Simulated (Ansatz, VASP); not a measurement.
MgO in VASP and in Ansatz

File INCAR:

```
SYSTEM = MgO
ALGO = Normal
EDIFF = 1E-6
ENCUT = 520
GGA = PE
ISIF = 2
ISMEAR = -1
LASPH = .True.
LCHARG = .False.
LREAL = .False.
LWAVE = .False.
NBANDS = 11
NELM = 100
PREC = Accurate
SIGMA = 0.02
```

The input KPOINTS:

```
k-points
0
Gamma
  10 10 10
  0 0 0
```

POSCAR

```
MgO
1.0
    0.0000000000      2.1021674168      2.1021674168
    2.1021674168      0.0000000000      2.1021674168
    2.1021674168      2.1021674168      0.0000000000
Mg O
1 1
Direct
    0.0000000000      0.0000000000      0.0000000000
    0.5000000000      0.5000000000      0.5000000000
```

Input for Ansatz:

```yaml
crystal:
  lattice:
    - [0.0, 2.1021674168, 2.1021674168]
    - [2.1021674168, 0.0, 2.1021674168]
    - [2.1021674168, 2.1021674168, 0.0]
  atoms:
    - { symbol: Mg, position: [0.0, 0.0, 0.0] }
    - { symbol: O, position: [0.5, 0.5, 0.5] }
kpoints:
  mp_grid: { grid: [10, 10, 10] }
  band_path:
    path:
      - [[0.0, 0.0, 0.0], [0.5, 5.908173264743e-35, 0.5], [0.625, 0.25, 0.625]]
      - [[0.375, 0.375, 0.75], [0.0, 0.0, 0.0], [0.5, 0.5, 0.5], [0.5, 0.25, 0.75], [0.5, 5.908173264743e-35, 0.5]]
    npoints: 10
hamiltonian:
  xc: pbe
scf:
  occupations: { method: fermi_dirac, width: 0.02 }
  n_extra_bands: 4
output:
  forces: true
  stress: true
  eigenvalues: true
  write_density: true
  write_potential: true
  elf: true
  volumetric_format: npy
```

The cell was built by a generator and needn't be a form met in nature.

Alike in both runs: task single point; functional PBE; k mesh 10 × 10 × 10; occupations fermi-dirac, width 0.02 eV; no spin polarisation.

|  | VASP | Ansatz |
| --- | --- | --- |
| version | VASP 6.6.1 | Ansatz 0.2.0 |
| potentials or method | VASP PAW PBE potentials, release 64 (Mg, O) | plane waves, PAW |
| plane-wave cutoff (eV) | 520 | 420 |
| valence electrons in the cell | 8 | 16 |

VASP gave:

```
gap on the k mesh at the Fermi level (eV) : 4.78
pressure (GPa)                            : 4.9
```

Problem. Estimate Ansatz's values.

Solution. gap on the k mesh at the Fermi level (eV): 4.80; pressure (GPa): 5.6.

The two sets of potentials don't hold the same shells in valence.

As with any semilocal functional, this PBE gap is likely too small.
